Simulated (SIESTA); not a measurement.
MgSe:

```
Se Mg
1.0
     0.00000    2.72550    2.72550
     2.72550    0.00000    2.72550
     2.72550    2.72550    0.00000
Se Mg
1 1
Direct
  0.50000 0.50000 0.50000
  0.00000 0.00000 0.00000
```

Base run:

```yaml
Program: SIESTA 5.4.2
Functional: PBE
Potentials_or_basis: PseudoDojo 0.4 standard (PBE files)
Basis: DZP (energy shift 0.003 Ry; two zetas on semicore shells)
Grid_cutoff: 800 Ry
Energy_shift: 0.003 Ry
k_mesh: 8 × 8 × 8
Occupations: fermi-dirac, width 0.05 eV
Spin: no spin polarisation
```

Its results: band gap on the k mesh 1.92 eV, indirect (least direct gap 2.66 eV); pressure 4.1 GPa.

The run is repeated on the same cell with these changes: functional from PBE to PBEsol; potentials or basis from PseudoDojo 0.4 standard (PBE files) to PseudoDojo 0.4 standard (PBEsol files). What comes out?

Band gap on the k mesh 1.87 eV, indirect (least direct gap 2.58 eV); pressure 1.9 GPa.

Caveats: the basis of atomic orbitals isn't converged, which shifts pressures, moduli and gaps.
